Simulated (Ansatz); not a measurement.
**CdPb2 (element-swapped structure): how the settings move a single-point run**

Aim: see which settings change the result for CdPb2 (element-swapped structure), by how much, and at what cost.

Computed with Ansatz 0.2.0 (reference: DFT PBE, plane waves, PAW, scalar-relativistic, no spin polarisation, unless a step's input says otherwise).

1 further run of the same task is left out (for a known fault of the program).

## 1. The starting structure

Symmetry: P6_3mc, No. 186, hexagonal system. The conventional cell has a = 3.916 Å, b = 3.916 Å, c = 12.624 Å, α = 90.00°, β = 90.00°, γ = 120.00°. Cd (site symmetry 3m) has 6 Pb at 2.76 Å as nearest neighbours. Pb (site symmetry 3m) is surrounded by 3 Cd at 2.76 Å.

As a file:

```
Cd Pb
1.0
     3.91551    0.00000    0.00000
    -1.95776    3.39093    0.00000
     0.00000    0.00000   12.62383
Cd Pb
2 4
Direct
  0.33333 0.66667 0.00000
  0.66667 0.33333 0.50000
  0.33333 0.66667 0.37500
  0.66667 0.33333 0.87500
  0.00000 0.00000 0.62500
  0.00000 0.00000 0.12500
```

## 2. Baseline

Input file input.yaml:

```yaml
crystal:
  lattice:
    - [3.915511, 0.0, 0.0]
    - [-1.957755, 3.390934, 0.0]
    - [0.0, 0.0, 12.623829]
  atoms:
    - { symbol: Cd, position: [0.33333, 0.66667, 0.0] }
    - { symbol: Cd, position: [0.66666, 0.33333, 0.5] }
    - { symbol: Pb, position: [0.33333, 0.66667, 0.375] }
    - { symbol: Pb, position: [0.66666, 0.33333, 0.875] }
    - { symbol: Pb, position: [0.0, 0.0, 0.625] }
    - { symbol: Pb, position: [0.0, 0.0, 0.125] }
  symmetry: { tolerance: 0.0003 }
kpoints:
  mp_grid: { grid: [5, 5, 2], shift: [0, 0, 0] }
magnetization:
  spin_polarized: false
scf:
  occupations: { method: fermi_dirac }
hamiltonian:
  pseudopotentials: { kind: paw }
  xc: pbe
basis:
  ecutwfc: 420
output:
  forces: true
  stress: true
  eigenvalues: true
  write_density: true
  write_potential: true
  elf: true
  volumetric_format: npy
```

The run is started by

```
$ ansatz run input.yaml --threads 1 --pin off --max-ram 2560MiB --backend cpu --events-out ev --progress --plain --runs-dir out
```

## 3. Changed: eigensolver.kind davidson, xc pbesol

input.yaml: that of step 2 with these lines changed.

```diff
@@ -19,5 +19,6 @@
   occupations: { method: fermi_dirac }
+  eigensolver: { kind: davidson }
 hamiltonian:
   pseudopotentials: { kind: paw }
-  xc: pbe
+  xc: pbesol
 basis:
```

## 4. Changing settings: eigensolver.kind davidson, xc pbesol, basis.precision f64

input.yaml: that of step 2 with these lines changed.

```diff
@@ -19,7 +19,9 @@
   occupations: { method: fermi_dirac }
+  eigensolver: { kind: davidson }
 hamiltonian:
   pseudopotentials: { kind: paw }
-  xc: pbe
+  xc: pbesol
 basis:
   ecutwfc: 420
+  precision: f64
 output:
```

## 5. The same system, input altered

input.yaml: that of step 2 with these lines changed.

```diff
@@ -19,2 +19,3 @@
   occupations: { method: fermi_dirac }
+  max_iter: 50
 hamiltonian:
@@ -22,2 +23,3 @@
   xc: pbe
+  hubbard: { sites: [{ species: Pb, l: f, u_eff: 4.0 }] }
 basis:
@@ -28,5 +30 @@
   eigenvalues: true
-  write_density: true
-  write_potential: true
-  elf: true
-  volumetric_format: npy
```

(Steps that only read results are left out.)

Q: Predict the outcome of this session. Wanted: for each run, ending; energy change; pressure; gap; force.

As calculated:

| run | ending | energy change | pressure (GPa) | gap (eV) | force (eV/Å) | cycles | time |
| --- | --- | --- | --- | --- | --- | --- | --- |
| reference | converged | - | 13.1 | 0.00 | 2.22 | 7 | 9.6 s |
| 1: eigensolver.kind davidson, xc pbesol | converged | not comparable | 9.6 | 0.00 | 1.93 | 7 | 12 s |
| 2: eigensolver.kind davidson, xc pbesol, basis.precision f64 | converged | not comparable | 9.6 | 0.00 | 1.93 | 7 | 13 s |
| 3: hubbard.sites [{species: Pb, l: f, u_eff: 4.0}] | refused | - | - | - | - | - | 0.18 s |

Times don't compare one to one where runs were asked for different outputs or read a saved state (see the inputs); cycles may leave out searches for a lower state.

Residual by cycle in the longest SCF loop of each run; runs are numbered as in the table. The quantity is the density residual dr2, in eV.

| cycle | reference | run 1 | run 2 |
| --- | --- | --- | --- |
| 1 | 0.00699 | 0.0261 | 0.0261 |
| 2 | 8.9e-4 | 0.031 | 0.031 |
| 3 | 2.2e-4 | 0.0011 | 0.0011 |
| 4 | 1.7e-5 | 4.8e-5 | 4.8e-5 |
| 5 | 2.8e-6 | 2.1e-6 | 2.1e-6 |
| 6 | 1.9e-7 | 1.3e-7 | 1.3e-7 |
| 7 | 2.6e-8 | 2.9e-8 | 2.9e-8 |

**Reading.** The pressure spans 9.6 to 13.1 GPa over the reference and the converged variants. The structure is not at rest: the sound run finds 13 GPa, so these are no properties of the relaxed crystal.  1 of the 3 altered inputs did not end normally.

The reference has limits of its own: its mesh is coarse for a cell with so small a gap or none; the structure is made up and not relaxed.
